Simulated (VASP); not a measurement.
Here is a VASP 6.6.1 calculation.

File INCAR:

```
PREC = Accurate
ENCUT = 520
EDIFF = 1E-7
ISMEAR = 1
SIGMA = 0.11
LREAL = False
LASPH = True
NELM = 60
ALGO = Fast
ISIF = 2
LWAVE = False
LCHARG = False
GGA = PE
NBANDS = 20
```

KPOINTS

```
Automatic mesh
0
Gamma
  2 2 4
```

File POSCAR:

```
S
1.0
    5.6780537900      0.0000000000      0.0000000000
    0.0000000000      5.6780537900      0.0000000000
    0.0000000000      0.0000000000      2.9496155800
S
4
Direct
    0.8833913800      0.8833913800      0.5000000000
    0.1166086200      0.1166086200      0.5000000000
    0.3833913800      0.6166086200      0.0000000000
    0.6166086200      0.3833913800      0.0000000000
```

Potentials or basis: VASP PAW PBE potentials, release 64 (S).

Launch:

```sh
$ cat potpaw_PBE.64/S/POTCAR > POTCAR
$ mpirun -np 1 vasp_std > vasp.out
```

Estimate the band gap on the k mesh.

none (metal or under the smearing width).

Estimate the pressure.

3.9 GPa.

Forces in eV/Å, atoms in the order of the input:
```
S   -0.387 -0.387  0.000
S    0.387  0.387  0.000
S   -0.387  0.387  0.000
S    0.387 -0.387  0.000
```

Caveat: the k mesh is coarse (spacing up to 0.55 Å⁻¹), so the values aren't converged.
